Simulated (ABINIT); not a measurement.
## Ti in ABINIT: the effect of functional

The system is Ti.

```xyz
3
Lattice="4.5674 0.0000 0.0000 -2.2837 3.9555 0.0000 0.0000 0.0000 2.8262" Properties=species:S:1:pos:R:3 pbc="T T T"
Ti    2.2837    1.3185    1.4131
Ti    0.0000    2.6370    1.4131
Ti    0.0000    0.0000    0.0000
```

This isn't the form of Ti at room conditions, which is hcp.

Alike in all runs:

```yaml
Program: ABINIT 10.8.3 (patched build)
Task: band structure
Potentials_or_basis: JTH PAW PBE v2.0
Cutoff: 490 eV
k_mesh: 7 × 7 × 9
Occupations: fermi-dirac, width 0.05 eV
Spin: no spin polarisation
```

```csv
functional,pressure (GPa)
LDA,-7.7
PBEsol,-3.5
BLYP,3.5
AM05,-3.2
r2SCAN,?
SCAN,-1.4
```

Problem. What does the run with functional r2SCAN give?

Solution. Pressure -0.8 GPa.

Caveats: the PAW data sets were made with another functional, which shifts forces and pressure a little.
